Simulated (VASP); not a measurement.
Write the native input for VASP 6.6.1 that does the following.

```
Task                   : single point
Functional             : LDA
Potentials or basis    : VASP PAW LDA potentials, release 64 (In_d)
Cutoff                 : 520 eV
k mesh                 : 11 × 11 × 11
Occupations            : gaussian, width 0.05 eV
Spin                   : no spin polarisation
Further INCAR settings : ALGO = Normal; EDIFF = 1e-07
```

The structure of In lies in POSCAR:

```
In
1.0
   -1.6254700000      1.6254700000      2.4737000000
    1.6254700000     -1.6254700000      2.4737000000
    1.6254700000      1.6254700000     -2.4737000000
In
1
Direct
    0.0000000000      0.0000000000      0.0000000000
```

These files were run (other wordings do the same):

INCAR

```
SYSTEM = In
ALGO     = Normal         ! electronic algorithm
EDIFF    = 1E-7           ! SCF threshold, eV
ENCUT    = 520            ! plane-wave cutoff, eV
ISIF     = 2              ! what is computed and relaxed
ISMEAR   = 0              ! smearing method
LASPH    = .True.         ! aspherical terms in the spheres
LCHARG   = .False.        ! write CHGCAR
LREAL    = .False.        ! projectors in reciprocal space
LWAVE    = .False.        ! write WAVECAR
NELM     = 60             ! most SCF steps
PREC     = Accurate       ! precision mode
SIGMA    = 0.05           ! smearing width, eV
```

KPOINTS

```
k-points
0
Gamma
  11 11 11
  0 0 0
```

Potentials or basis: VASP PAW LDA potentials, release 64 (In_d).

Launch:

```bash
$ cat potpaw_LDA.64/In_d/POTCAR > POTCAR
$ mpirun -np 1 vasp_std > vasp.out
```

It gave:

| Quantity | Value |
| --- | --- |
| Pressure | -2.6 GPa |
| Band gap on the k mesh | none (metal or under the smearing width) |

Run time: 21 s on 1 thread of Intel(R) Xeon(R) 6975P-C (Granite Rapids) (shared host), peak memory 0.15 GiB.
